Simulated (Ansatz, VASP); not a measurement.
Given: the input of a run of VASP 6.6.1 on Au.

INCAR

```
SYSTEM = Au
ALGO     = Normal         ! electronic algorithm
EDIFF    = 1E-6           ! SCF threshold, eV
EDIFFG   = -0.01          ! ionic threshold
ENCUT    = 600            ! plane-wave cutoff, eV
GGA      = RE             ! functional
IBRION   = 2              ! ionic algorithm
ISIF     = 3              ! what is computed and relaxed
ISMEAR   = -1             ! smearing method
LASPH    = .TRUE.         ! aspherical terms in the spheres
LCHARG   = .FALSE.        ! write CHGCAR
LREAL    = .FALSE.        ! projectors in reciprocal space
LWAVE    = .FALSE.        ! write WAVECAR
NELM     = 80             ! most SCF steps
NSW      = 60             ! ionic steps
PREC     = Accurate       ! precision mode
SIGMA    = 0.05           ! smearing width, eV
```

The input KPOINTS:

```
k-points
0
G
  10 10 10
  0 0 0
```

The input POSCAR:

```
Au
1.0
    2.7484100000      0.0000000000      0.0000000000
    0.0000000000      2.7484100000      0.0000000000
    0.0000000000      0.0000000000      2.7484100000
Au
1
Direct
    0.5000000000      0.5000000000      0.5000000000
```

Potentials or basis: VASP PAW PBE potentials, release 64 (Au).

Run with:

```sh
$ cat potpaw_PBE.64/Au/POTCAR > POTCAR
$ mpirun -np 1 vasp_std > vasp.out
```

**Question.** Set up the same calculation for Ansatz 0.2.0. Potentials there: Ansatz PAW.

**Answer.** As run (the cutoff follows the program's own potentials):

Contents of input.yaml:

```yaml
crystal:
  lattice:
    - [2.74841, 0.0, 0.0]
    - [0.0, 2.74841, 0.0]
    - [0.0, 0.0, 2.74841]
  atoms:
    - { symbol: Au, position: [0.5, 0.5, 0.5] }
hamiltonian:
  xc: revpbe
  pseudopotentials: { kind: paw }
kpoints:
  mp_grid: { grid: [10, 10, 10] }
scf:
  occupations: { method: fermi_dirac, width: 0.05 }
output:
  forces: true
  stress: true
  eigenvalues: true
relax:
  f_tol: 0.01
  max_steps: 40
  cell: { stress_tol: 0.05 }
```

Potentials or basis: Ansatz PAW.

Launch:

```bash
$ ansatz run input.yaml --threads 2 --pin off --max-ram 5632MiB --backend cpu --events-out ev --progress --plain --runs-dir out
```

Both were run:

|  | VASP | Ansatz | Ansatz less VASP |
| --- | --- | --- | --- |
| gap on the k mesh at the Fermi level, each at its own relaxed structure (eV) | none | none | - |
| relaxed volume (Å³/atom) | 21.28 | 21.30 | +0.021 |
| relaxed cell length with the largest relative difference (Å) | 2.771 | 2.772 | +0.0009 |
| energy change over the relaxation (meV/atom) | -4 | -4 | -0.3 |

A gap of «none» marks a metal or a gap that the smearing closes. The two sets of potentials don't hold the same shells in valence.

Caveats: the PAW data sets were made with another functional, which shifts forces and pressure a little (VASP); the plane-wave basis is chosen anew once the cell has moved, so the energies of steps on either side of that aren't comparable (Ansatz); the PAW data sets come from PBE, with cores solved anew for the run's functional, which leaves a small shift of forces and pressure (Ansatz). The runs have no spin-orbit coupling, so splittings on Au are missing.
